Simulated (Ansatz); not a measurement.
The system is Li.

```
Li
1.0
    -1.75465    1.75465    1.75465
     1.75465   -1.75465    1.75465
     1.75465    1.75465   -1.75465
Li
1
Direct
  0.00000 0.00000 0.00000
```

| Item | Value |
| --- | --- |
| Program | Ansatz 0.2.0 |
| Task | relaxation of cell and atoms |
| Functional | PBEsol |
| Potentials or basis | all-electron LAPW, scalar-relativistic |
| Basis error allowed | 0.001 eV/atom |
| k mesh | 11 × 11 × 11 |
| Occupations | fermi-dirac, width 0.05 eV |
| Spin | no spin polarisation |

At the start: volume 21.61 Å³/atom.

Question: Where does the relaxation end?

Answer: Over 4 steps the energy falls by 3.7 meV/atom and the volume is 20.16 Å³/atom (-6.7 %); space group Im-3m (No. 229, to 0.05 Å).

Step by step:
| step | energy change (eV) | largest force (eV/Å) | volume (Å³) |
| --- | --- | --- | --- |
| 1 | 0.0000 | 0.0000 | 21.61 |
| 2 | -0.0024 | 0.0000 | 21.02 |
| 3 | -0.0037 | 0.0000 | 20.16 |
| 4 | -0.0037 | 0.0000 | 20.16 |

Final structure:
```xyz
1
Lattice="-1.7146 1.7146 1.7146 1.7146 -1.7146 1.7146 1.7146 1.7146 -1.7146" Properties=species:S:1:pos:R:3 pbc="T T T"
Li    0.0000    0.0000    0.0000
```

The cell as given is a measured one (21.61 Å³/atom); PBEsol puts the equilibrium volume -6.7 % from it, thermal expansion not counted.
